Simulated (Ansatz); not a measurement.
A crystal relaxed with r2SCAN in Ansatz has space group P2_1/c (No. 14) and a = 5.114 Å, b = 5.181 Å, c = 5.295 Å, β = 99.5°.

```tsv
atom	site	x	y	z
Xx	4e	0.2762	0.4582	0.7082
O	4e	0.4479	0.7423	0.9785
O	4e	0.0701	0.3339	0.3439
```

r2SCAN gives an indirect gap of 4.60 eV, from Γ to Y₂; the least direct gap is 4.68 eV at Y₂. HSE06 gives an indirect gap of 5.69 eV, from Γ to Y₂; the least direct gap is 5.78 eV at Y₂. PBE gives an indirect gap of 4.09 eV, from Γ to Y₂; the least direct gap is 4.18 eV at Y₂. Meshes: r2SCAN 6×6×6, HSE06 4×4×4, PBE 6×6×6. r2SCAN's ε∞ is a tensor with principal values 4.3, 4.6, 4.7.

Task: Which element is Xx?
A. Sn
B. Zr
C. Hf
D. Ti

Result: C. Xx is Hf: monoclinic HfO2 (relaxed group P2_1/c). Hf is surrounded by 7 O at 2.04–2.25 Å; O is surrounded by 4 Hf at 2.14–2.25 Å; O is surrounded by 3 Hf at 2.04–2.14 Å.

No spin polarisation and no zero-point or thermal motion.

No spin-orbit coupling is included; it can move band edges with weight on the heavy atoms by tenths of an eV.

The meshes of the hybrids are coarse, so their gaps aren't converged to the digits shown.

For a response run the program warns that the ground state's bands aren't all converged, so ε∞ carries an extra error.
